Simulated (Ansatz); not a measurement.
CdTe at several levels of theory

One geometry, relaxed with PBE, and single points on it; plane waves with PAW potentials in Ansatz, scalar-relativistic unless the row names spin-orbit coupling. No spin polarisation. Meshes are on the primitive cell of 2 atoms. Gaps are the least over mesh and band path; pressure is positive in compression. Smearing is Gaussian, 0.02 eV. Stresses of the hybrids are converged loosely, to a few tenths of a GPa.

Space group F-43m (No. 216). a = 6.617 Å, b = 6.617 Å, c = 6.617 Å, α = 90.00°, β = 90.00°, γ = 90.00°
```
atom site symmetry x y z
  Cd    4a      -43m  0.0000  0.0000  0.0000
  Te    4d      -43m  0.2500  0.2500  0.7500
```

```tsv
level	cutoff (eV)	k mesh	gap (eV)	pressure (GPa)	rough cost with bands (core-min)
HSE06	420	6×6×6	1.42	-0.9	16
```

Q: What does PBE0 give on the same cell?

A:
```
level cutoff (eV) k mesh gap (eV) pressure (GPa) rough cost with bands (core-min)
 PBE0          420   6×6×6      2.01            -1.0                                16
```

Spin-orbit coupling is left out except in a row that names it, which matters for the bands of heavy elements.